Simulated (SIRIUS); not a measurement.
Set up this calculation in SIRIUS 7.12.0, as the native input.

```
Task                                        : single point
Functional                                  : PBEsol
Potentials or basis                         : all-electron FP-LAPW
Cutoff                                      : 306 eV
Basis                                       : apw+lo standard
k mesh                                      : 11 × 11 × 11
Occupations                                 : fermi-dirac, width 0.05 eV
Spin                                        : collinear spin, ferromagnetic start
Starting moments                            : [1.0, 0.0] μB
Muffin tin radii                            : Ni 2.28, O 1.52 bohr
Basis cutoff (gk_cutoff)                    : 4.74 1/bohr
Cutoff of density and potential (pw_cutoff) : 25 1/bohr
lmax of the basis                           : 12
lmax of density and potential               : 8
Valence relativity                          : iora
Core states                                 : Ni 1s2s2p, O 1s
Local orbitals (radial functions)           : Ni 13, O 10
Reference energy of the basis               : 0.27 Ha
Smallest sphere radius times basis cutoff   : 7.2
Start of the SCF                            : LDA density
```

Crystal: NiO.

```
Ni O
1.0
     0.00000    2.08590    2.08590
     2.08590    0.00000    2.08590
     2.08590    2.08590    0.00000
Ni O
1 1
Direct
  0.00000 0.00000 0.00000
  0.50000 0.50000 0.50000
```

These files were run (other wordings do the same):

sirius.json

```json
{
  "control": {
    "processing_unit": "cpu",
    "std_evp_solver_name": "lapack",
    "gen_evp_solver_name": "lapack",
    "verbosity": 2,
    "print_forces": true,
    "ortho_rf": true,
    "use_second_variation": true,
    "rmt_max": 3.0,
    "num_bands_to_print": 23,
    "save_wf": true
  },
  "parameters": {
    "electronic_structure_method": "full_potential_lapwlo",
    "xc_functionals": ["XC_GGA_X_PBE_SOL", "XC_GGA_C_PBE_SOL"],
    "core_relativity": "dirac",
    "valence_relativity": "iora",
    "num_fv_states": 23,
    "smearing": "fermi_dirac",
    "smearing_width": 0.0018374661,
    "pw_cutoff": 25,
    "gk_cutoff": 4.74,
    "lmax_apw": 12,
    "lmax_rho": 8,
    "lmax_pot": 8,
    "num_mag_dims": 1,
    "auto_rmt": 0,
    "ngridk": [11, 11, 11],
    "shiftk": [0, 0, 0],
    "num_dft_iter": 80,
    "energy_tol": 1e-07,
    "density_tol": 1e-05,
    "use_symmetry": true
  },
  "settings": {"tol_ne": 1e-10},
  "iterative_solver": {"type": "exact"},
  "mixer": {"type": "anderson", "beta": 0.4, "max_history": 8},
  "unit_cell": {
    "lattice_vectors": [[0.0, 3.9417828252, 3.9417828252], [3.9417828252, 0.0, 3.9417828252], [3.9417828252, 3.9417828252, 0.0]],
    "atom_types": ["Ni", "O"],
    "atom_files": {"Ni": "Ni.json", "O": "O.json"},
    "atoms": {"Ni": [[0.0, 0.0, 0.0, 0.0, 0.0, 1.0]], "O": [[0.5, 0.5, 0.5, 0.0, 0.0, 0.0]]}
  }
}
```

Ni.json

```json
{
  "name": "nickel",
  "symbol": "Ni",
  "number": 28,
  "mass": 58.6934,
  "rmin": 1e-06,
  "rmt": 2.28,
  "nrmt": 800,
  "rinf": 14.89,
  "core": "1s2s2p",
  "valence": [
    {"basis": [{"enu": 0.07, "dme": 0, "n": 0, "auto": 0}, {"enu": 0.07, "dme": 1, "n": 0, "auto": 0}]},
    {"l": 0, "n": 1, "basis": [{"enu": 0.17, "dme": 0, "n": 0, "auto": 0}]},
    {"l": 1, "n": 2, "basis": [{"enu": 0.17, "dme": 0, "n": 0, "auto": 0}]},
    {"l": 2, "n": 3, "basis": [{"enu": 0.1591, "dme": 0, "n": 0, "auto": 0}]},
    {"l": 3, "n": 4, "basis": [{"enu": 0.17, "dme": 0, "n": 0, "auto": 0}]}
  ],
  "lo": [
    {"l": 0, "basis": [{"enu": 0.17, "dme": 0, "n": 0, "auto": 0}, {"enu": 0.17, "dme": 1, "n": 0, "auto": 0}]},
    {
      "l": 0,
      "basis": [{"enu": -3.6666, "dme": 0, "n": 3, "auto": 1}, {"enu": -3.6666, "dme": 1, "n": 3, "auto": 1}]
    },
    {
      "l": 0,
      "basis": [{"enu": -3.6666, "dme": 1, "n": 3, "auto": 1}, {"enu": 0.17, "dme": 0, "n": 0, "auto": 0}]
    },
    {"l": 0, "basis": [{"enu": 0.17, "dme": 0, "n": 0, "auto": 0}, {"enu": 3.2479, "dme": 0, "n": 0, "auto": 0}]},
    {"l": 1, "basis": [{"enu": 0.17, "dme": 0, "n": 0, "auto": 0}, {"enu": 0.17, "dme": 1, "n": 0, "auto": 0}]},
    {
      "l": 1,
      "basis": [{"enu": -2.2309, "dme": 0, "n": 3, "auto": 1}, {"enu": -2.2309, "dme": 1, "n": 3, "auto": 1}]
    },
    {
      "l": 1,
      "basis": [{"enu": -2.2309, "dme": 1, "n": 3, "auto": 1}, {"enu": 0.17, "dme": 0, "n": 0, "auto": 0}]
    },
    {"l": 1, "basis": [{"enu": 0.17, "dme": 0, "n": 0, "auto": 0}, {"enu": 3.7096, "dme": 0, "n": 0, "auto": 0}]},
    {
      "l": 2,
      "basis": [{"enu": 0.1591, "dme": 0, "n": 0, "auto": 0}, {"enu": 0.1591, "dme": 1, "n": 0, "auto": 0}]
    },
    {
      "l": 2,
      "basis": [{"enu": 0.1591, "dme": 1, "n": 0, "auto": 0}, {"enu": 0.1591, "dme": 2, "n": 0, "auto": 0}]
    },
    {"l": 2, "basis": [{"enu": 0.1591, "dme": 0, "n": 0, "auto": 0}, {"enu": 3.16, "dme": 0, "n": 0, "auto": 0}]},
    {"l": 3, "basis": [{"enu": 0.17, "dme": 0, "n": 0, "auto": 0}, {"enu": 0.17, "dme": 1, "n": 0, "auto": 0}]},
    {"l": 3, "basis": [{"enu": 0.17, "dme": 0, "n": 0, "auto": 0}, {"enu": 3.5172, "dme": 0, "n": 0, "auto": 0}]}
  ],
  "free_atom": [... radial grid and density of the free atom, the start of the SCF ...]
}
```

O.json

```json
{
  "name": "oxygen",
  "symbol": "O",
  "number": 8,
  "mass": 15.9994,
  "rmin": 1e-06,
  "rmt": 1.52,
  "nrmt": 800,
  "rinf": 11.55,
  "core": "1s",
  "valence": [
    {"basis": [{"enu": 0.07, "dme": 0, "n": 0, "auto": 0}, {"enu": 0.07, "dme": 1, "n": 0, "auto": 0}]},
    {"l": 0, "n": 1, "basis": [{"enu": -0.0471, "dme": 0, "n": 0, "auto": 0}]},
    {"l": 1, "n": 2, "basis": [{"enu": 0.17, "dme": 0, "n": 0, "auto": 0}]},
    {"l": 2, "n": 3, "basis": [{"enu": 0.17, "dme": 0, "n": 0, "auto": 0}]},
    {"l": 3, "n": 4, "basis": [{"enu": 0.17, "dme": 0, "n": 0, "auto": 0}]}
  ],
  "lo": [
    {
      "l": 0,
      "basis": [{"enu": -0.0471, "dme": 0, "n": 0, "auto": 0}, {"enu": -0.0471, "dme": 1, "n": 0, "auto": 0}]
    },
    {
      "l": 0,
      "basis": [{"enu": -0.0471, "dme": 1, "n": 0, "auto": 0}, {"enu": -0.0471, "dme": 2, "n": 0, "auto": 0}]
    },
    {
      "l": 0,
      "basis": [{"enu": -0.0471, "dme": 0, "n": 0, "auto": 0}, {"enu": 5.1468, "dme": 0, "n": 0, "auto": 0}]
    },
    {"l": 1, "basis": [{"enu": 0.17, "dme": 0, "n": 0, "auto": 0}, {"enu": 0.17, "dme": 1, "n": 0, "auto": 0}]},
    {"l": 1, "basis": [{"enu": 0.17, "dme": 1, "n": 0, "auto": 0}, {"enu": 0.17, "dme": 2, "n": 0, "auto": 0}]},
    {"l": 1, "basis": [{"enu": 0.17, "dme": 0, "n": 0, "auto": 0}, {"enu": 6.143, "dme": 0, "n": 0, "auto": 0}]},
    {"l": 2, "basis": [{"enu": 0.17, "dme": 0, "n": 0, "auto": 0}, {"enu": 0.17, "dme": 1, "n": 0, "auto": 0}]},
    {"l": 2, "basis": [{"enu": 0.17, "dme": 1, "n": 0, "auto": 0}, {"enu": 0.17, "dme": 2, "n": 0, "auto": 0}]},
    {"l": 2, "basis": [{"enu": 0.17, "dme": 0, "n": 0, "auto": 0}, {"enu": 6.9221, "dme": 0, "n": 0, "auto": 0}]},
    {"l": 3, "basis": [{"enu": 0.17, "dme": 0, "n": 0, "auto": 0}, {"enu": 0.17, "dme": 1, "n": 0, "auto": 0}]}
  ],
  "free_atom": [... radial grid and density of the free atom, the start of the SCF ...]
}
```

sirius_start.json

```json
{
  "control": {
    "processing_unit": "cpu",
    "std_evp_solver_name": "lapack",
    "gen_evp_solver_name": "lapack",
    "verbosity": 1,
    "print_forces": false,
    "ortho_rf": true,
    "use_second_variation": true,
    "rmt_max": 3.0,
    "num_bands_to_print": 23,
    "save_wf": false
  },
  "parameters": {
    "electronic_structure_method": "full_potential_lapwlo",
    "xc_functionals": ["XC_LDA_X", "XC_LDA_C_PW"],
    "core_relativity": "dirac",
    "valence_relativity": "iora",
    "num_fv_states": 23,
    "smearing": "fermi_dirac",
    "smearing_width": 0.0055123983,
    "pw_cutoff": 25,
    "gk_cutoff": 3.79,
    "lmax_apw": 12,
    "lmax_rho": 8,
    "lmax_pot": 8,
    "num_mag_dims": 1,
    "auto_rmt": 0,
    "ngridk": [4, 4, 4],
    "shiftk": [0, 0, 0],
    "num_dft_iter": 30,
    "energy_tol": 0.01,
    "density_tol": 0.05,
    "use_symmetry": true
  },
  "settings": {"tol_ne": 1e-10},
  "iterative_solver": {"type": "exact"},
  "mixer": {"type": "anderson", "beta": 0.4, "max_history": 8},
  "unit_cell": {
    "lattice_vectors": [[0.0, 3.9417828252, 3.9417828252], [3.9417828252, 0.0, 3.9417828252], [3.9417828252, 3.9417828252, 0.0]],
    "atom_types": ["Ni", "O"],
    "atom_files": {"Ni": "Ni.json", "O": "O.json"},
    "atoms": {"Ni": [[0.0, 0.0, 0.0, 0.0, 0.0, 1.0]], "O": [[0.5, 0.5, 0.5, 0.0, 0.0, 0.0]]}
  }
}
```

Potentials or basis: all-electron FP-LAPW, apw+lo standard.

Run with:

```sh
$ OMP_NUM_THREADS=1 sirius.scf --input=sirius_start.json --output=start.json
$ OMP_NUM_THREADS=1 sirius.scf --input=sirius.json --output=output.json --task=1
```

Results of the run:

```
Band gap on the k mesh                            : none (metal or under the smearing width)
Net moment                                        : 1.34 μB per cell
Site moments                                      : Ni +1.13; O +0.18 μB
All electrons inside the program's atomic spheres : Ni 26.90; O 6.84 (radii Ni 2.28, O 1.52 bohr)
```

Caveat: a cell with one magnetic atom can't hold antiferromagnetic order, which such compounds often take; semilocal functionals often make such compounds metallic where correlation or magnetic order opens a gap, which also shifts bond lengths.

Wall time 78 s on 1 thread of AMD EPYC 9R45 96-Core Processor (Zen 5) (shared host), peak memory 0.86 GiB.
